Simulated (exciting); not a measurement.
The system is Pb.

```xyz
1
Lattice="-1.9797 1.9797 1.9797 1.9797 -1.9797 1.9797 1.9797 1.9797 -1.9797" Properties=species:S:1:pos:R:3 pbc="T T T"
Pb    0.0000    0.0000    0.0000
```

This isn't the form of Pb at room conditions, which is fcc.

```yaml
Program: exciting (release sodium)
Task: single point
Functional: PBE
Potentials_or_basis: all-electron LAPW+lo, shipped species files, valence relativity iora*
rgkmax: 7.5
k_mesh: 9 × 9 × 9
Occupations: fermi-dirac, width 0.05 eV
Spin: no spin polarisation
gmaxvr_cutoff_of_density_and_potential: 14 1/bohr
lmaxapw_and_lmaxmat: 10
lmaxvr: 8
nempty: 8
Valence_relativity: iora*
epsengy: 1e-06 Ha
epspot: 1e-06 Ha
maxscl: 80
Muffin-tin_radii: Pb 2.29 bohr
```

On this cell: band gap on the k mesh none (metal or under the smearing width).

The same run follows on a disturbed copy (cell strained at random at fixed volume):

```
CELL_PARAMETERS angstrom
-2.06690 2.05040 2.08125
1.99925 -1.93748 1.90067
1.99103 1.86160 -1.96833
ATOMIC_POSITIONS crystal
Pb 0.00466 0.99633 0.00314
```

**Question.** What changes?

**Answer.** The energy (extrapolated to zero smearing) moves by +6.5 meV/atom; band gap on the k mesh none (metal or under the smearing width).

Caveats: rgkmax is low for these elements, so energy differences scatter by about 1 meV per atom; the free energy is that total less TS from the occupations.
